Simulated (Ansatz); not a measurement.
# How far is PAW off for O?

```xyz
2
Lattice="1.4025 0.8097 3.5105 -1.4025 0.8097 3.5105 0.0000 -1.6194 3.5105" Properties=species:S:1:pos:R:3 pbc="T T T"
O     0.0000    0.0000    0.6077
O     0.0000    0.0000    9.9240
```

Atom numbers follow the list: O1, O2.

Conventional cell: a = 2.805 Å, b = 2.805 Å, c = 10.532 Å, α = 90.00°, β = 90.00°, γ = 120.00°. O (atom 1) is surrounded by 1 O at 1.22 Å.

The cell comes from COD entry 2106431, which wasn't checked; take it as a given geometry. The listed cell was then made from it by scaling, straining or moving an atom.

Solid oxygen carries moments on its molecules; these runs leave spin out.

Methods: DFT, PBE, PAW with Ansatz's default frozen-core files, scalar-relativistic (Ansatz 0.2.0); DFT, PBE, all-electron PAW with datasets made for the crystal, scalar-relativistic (Ansatz 0.2.0); DFT, PBE, all-electron LAPW, scalar-relativistic (Ansatz 0.2.0).

For PAW: a Γ-centred 10×10×10 k mesh, Fermi–Dirac smearing of 0.02 eV, cutoff 420 eV, no spin polarisation. The crystal-made all-electron datasets (AE datasets) take a cutoff of 960 eV at this cell. LAPW targets a basis error of 0.5 meV/atom. The Ansatz runs share mesh, smearing and spin set-up. Plane-wave (PAW) pressures include the program's estimate of the Pulay term.

Stress and pressure are positive in compression.

The change that made this cell: z strained by +3 % at fixed volume.

```csv
quantity,PAW,AE datasets,LAPW
pressure (GPa),?,-2.37,-2.37
stress xx (GPa),-5.96,-5.94,-5.94
stress zz (GPa),?,4.77,4.76
"force on O1, z (eV/Å)",?,-0.181,-0.183
```

Question: Fill in "PAW" for the row "pressure (GPa)".

Answer: -2.30.

Question: What belongs in the row "stress zz (GPa)", column "PAW"?

Answer: 5.03.

Question: Give the missing entry: row "force on O1, z (eV/Å)", column "PAW".

Answer: -0.153.
